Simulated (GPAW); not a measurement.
The system is Si2Ni.

```
Ni Si
1.0
     0.00000    2.70300    2.70300
     2.70300    0.00000    2.70300
     2.70300    2.70300    0.00000
Ni Si
1 2
Direct
  0.00000 0.00000 0.00000
  0.75000 0.75000 0.75000
  0.25000 0.25000 0.25000
```

Base run:

```yaml
Program: GPAW 26.7.0
Functional: PBEsol
Potentials_or_basis: PAW data sets generated in the run's folder for this functional
Cutoff: 600 eV
Basis: pw
k_mesh: 9 × 9 × 9
Occupations: fermi-dirac, width 0.05 eV
Spin: collinear spin, ferromagnetic start
Starting_moments: "[1.0, 0.0, 0.0] μB"
Hubbard_terms: Ni d U = 6 eV
```

Its results: pressure -2.2 GPa; net moment 0.00 μB per cell.

Problem. The run is repeated on the same cell with these changes: hubbard terms from Ni d U = 6 eV to Ni d U = 3 eV. What comes out?

Solution. Pressure -0.8 GPa; net moment 0.00 μB per cell.

Caveats: the stock nickel data set gives pressures a few GPa off other programs; the U is typed as a test and isn't derived for this compound.
